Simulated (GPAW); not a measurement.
CuO:

```
Cu O
1.0
     3.42205    0.00000    0.00000
     0.00000    3.42205    0.00000
     0.00000    0.00000    4.26046
Cu O
2 2
Cartesian
  0.0000 1.7110 0.0000
  1.7110 0.0000 2.1302
  0.0000 0.0000 1.0651
  0.0000 0.0000 3.1953
```

Measurements of this composition are mostly on another form, of space group No. 15.

Base run:

| Property | Result |
| --- | --- |
| Program | GPAW 26.7.0 |
| Functional | AM05 |
| Potentials or basis | PAW data sets generated in the run's folder for this functional |
| Cutoff | 800 eV |
| Basis | pw |
| k mesh | 6 × 6 × 5 |
| Occupations | fermi-dirac, width 0.05 eV |
| Spin | no spin polarisation |

Its results: pressure -6.9 GPa.

Problem. The run is repeated on the same cell with these changes: functional from AM05 to BLYP. What comes out?

Solution. Pressure 2.1 GPa.

BLYP binds less tightly than AM05, so the same cell stands under more pressure.

Caveats: with this Cu data set, volumes or pressures lay over 1.5 % or 2 GPa off other programs in two to four cells of ten; the run has no spin polarisation, though such a crystal can be magnetic.
